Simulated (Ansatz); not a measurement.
Suppose HfC takes space group P3m1 (No. 156), with Hf on 1a; C on 1c.

Level of theory: Ansatz, DFT PBE, scalar-relativistic, plane waves, PAW. Cutoff 420 eV, Γ-centred mesh, Gaussian smearing, no spin polarisation.

Energies over the elements count from the elements' standard structures at the same level, with no fitted energy shifts.

Problem. Give the relaxed lattice parameters and positions.

Solution.

Space group P3m1 (No. 156). a = 3.238 Å, b = 3.238 Å, c = 2.916 Å, α = 90.00°, β = 90.00°, γ = 120.00°
| atom | site | symmetry | x | y | z |
| --- | --- | --- | --- | --- | --- |
| Hf | 1a | 3m. | 0.0000 | 0.0000 | 0.4450 |
| C | 1c | 3m. | 0.6667 | 0.3333 | 0.9676 |

Around Hf lie 6 C at 2.33–2.41 Å and 2 Hf at 2.92 Å; C is surrounded by 6 Hf at 2.33–2.41 Å. Another local minimum with the same sites may exist.

Problem. Where does its energy lie, and is it a metal?

Solution. The energy over the elements is −0.15 eV/atom. The gap on the 18×18×18 mesh of the 2-atom cell is 0.02 eV.

The last run used Gaussian smearing of 0.10 eV. These runs have no spin–orbit coupling, which can matter for Hf. The reference form of C is held partly by dispersion forces, which this level lacks. A gap this small is below the smearing, so the run can't tell it from none. A structure relaxed within its symmetry needn't be a true minimum. Another cell of HfC relaxed alike, in Fm-3m (a cell as deposited in COD), lies 0.76 eV/atom lower, so this cell isn't the stable form at this level.
